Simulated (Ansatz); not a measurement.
## TiO2: a prediction, then the measurements

These are results of DFT PBE, scalar-relativistic, plane waves, PAW in Ansatz 0.2.0, not measurements.

Plane waves to 420 eV, a k mesh through Γ of 10×10×10 on the computed 6-atom cell and Gaussian smearing (0.02 eV); no spin polarisation.

Relaxed structure:

```yaml
crystal:
  lattice:
    - [-1.89981, 1.89981, 4.84792]
    - [1.89981, -1.89981, 4.84792]
    - [1.89981, 1.89981, -4.84792]
  atoms:
    - { symbol: Ti, position: [0.00000, 0.00000, 0.00000] }
    - { symbol: Ti, position: [0.75000, 0.25000, 0.50000] }
    - { symbol: O, position: [0.20651, 0.20651, 0.00000] }
    - { symbol: O, position: [0.95651, 0.45651, 0.50000] }
    - { symbol: O, position: [0.54349, 0.04349, 0.50000] }
    - { symbol: O, position: [0.79349, 0.79349, 0.00000] }
```

```json
{
 "Space group": "I4_1/amd (No. 141)",
 "Volume per atom": "11.66 Å³",
 "Formation energy from the elements' standard states (uncorrected)": "-3.049 eV/atom",
 "Kohn–Sham band gap": "2.12 eV",
 "Orbital (Löwdin) character of the top 1 eV of the valence band": "O 2p 93 %",
 "Orbital (Löwdin) character of the lowest 1 eV of the conduction band": "Ti 3d 92 %",
 "Bader charge by site (e)": "Ti (2 in the cell) 2.28, O (4 in the cell) -1.14"
}
```

A magnetic start lost its moments in a first run, so spin was left out; other magnetic orders weren't tried.

**Against measurements.**

Measured lattice constant a of TiO2: 3.785 Å (a printed reference work (data compilation)). This calculation gives 3.800 Å (+0.4 %). Measured lattice constant c of TiO2: 9.514 Å (a printed reference work (data compilation)). This calculation gives 9.696 Å (+1.9 %). The calculation is for 0 K without zero-point motion. Against the measured band gap of TiO2, 3.2 eV (indirect; quoted in “Emerging giant resonant exciton induced by Ta-substitution in anatase TiO2: a tunable correlation effect”, 2016, arxiv:1605.06887), the calculated 2.12 eV is off by -1.08 eV. Kohn–Sham gaps of semilocal functionals fall short of measured ones as a rule.

It was relaxed from a cell as deposited in COD. Löwdin shares on free-atom orbitals overweight diffuse shells in the empty bands.
